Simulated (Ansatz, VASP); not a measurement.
Given: the input of a run of Ansatz 0.2.0 on Sn.

input.yaml

```yaml
crystal:
  lattice:
    - [-2.9204073745, 2.9204073745, 1.5885680951]
    - [2.9204073745, -2.9204073745, 1.5885680951]
    - [2.9204073745, 2.9204073745, -1.5885680951]
  atoms:
    - { symbol: Sn, position: [0.0, 0.0, 0.0] }
    - { symbol: Sn, position: [0.75, 0.25, 0.5] }
kpoints:
  mp_grid: { grid: [9, 9, 9] }
scf:
  occupations: { method: fermi_dirac, width: 0.05 }
hamiltonian:
  xc: pbesol
  pseudopotentials: { kind: all_electron, lapw: { basis_error: 0.0005 } }
output:
  forces: true
  stress: true
  eigenvalues: true
```

Potentials or basis: all-electron LAPW, scalar-relativistic.

The run is started by

```sh
$ ansatz run input.yaml --threads 1 --pin off --max-ram 3072MiB --backend cpu --events-out ev --progress --plain --runs-dir out
```

Problem. Translate it to VASP 6.6.1. Potentials there: VASP PAW PBE potentials, release 64 (Sn_d).

Solution. As run (the cutoff follows the program's own potentials):

The input INCAR:

```
PREC     = Accurate       # precision mode
ENCUT    = 520            # plane-wave cutoff, eV
EDIFF    = 1E-6           # SCF threshold, eV
ISMEAR   = -1             # smearing method
SIGMA    = 0.05           # smearing width, eV
LREAL    = F              # projectors in reciprocal space
LASPH    = T              # aspherical terms in the spheres
NELM     = 100            # most SCF steps
ALGO     = Fast           # electronic algorithm
ISIF     = 2              # what is computed and relaxed
LWAVE    = F              # write WAVECAR
LCHARG   = F              # write CHGCAR
GGA      = PS             # functional
NBANDS   = 21             # bands
```

Contents of KPOINTS:

```
Automatic mesh
0
Gamma
  9 9 9
```

Contents of POSCAR:

```
Sn
1.0
   -2.9204073745      2.9204073745      1.5885680951
    2.9204073745     -2.9204073745      1.5885680951
    2.9204073745      2.9204073745     -1.5885680951
Sn
2
Direct
    0.0000000000      0.0000000000      0.0000000000
    0.7500000000      0.2500000000      0.5000000000
```

Potentials or basis: VASP PAW PBE potentials, release 64 (Sn_d).

Run with:

```sh
$ cat potpaw_PBE.64/Sn_d/POTCAR > POTCAR
$ mpirun -np 1 vasp_std > vasp.out
```

Both were run:

|  | VASP | Ansatz | Ansatz less VASP |
| --- | --- | --- | --- |
| gap on the k mesh at the Fermi level (eV) | none | none | - |
| pressure (GPa) | -0.4 | -0.4 | +0.03 |
| largest component of the traceless stress (GPa) | 0.33 | 0.32 | -0.010 |

A gap of «none» marks a metal or a gap that the smearing closes. Ansatz ran all-electron here, so the differences hold the error of VASP's frozen core and of both bases.

Caveats: the PAW data sets were made with another functional, which shifts forces and pressure a little (VASP).
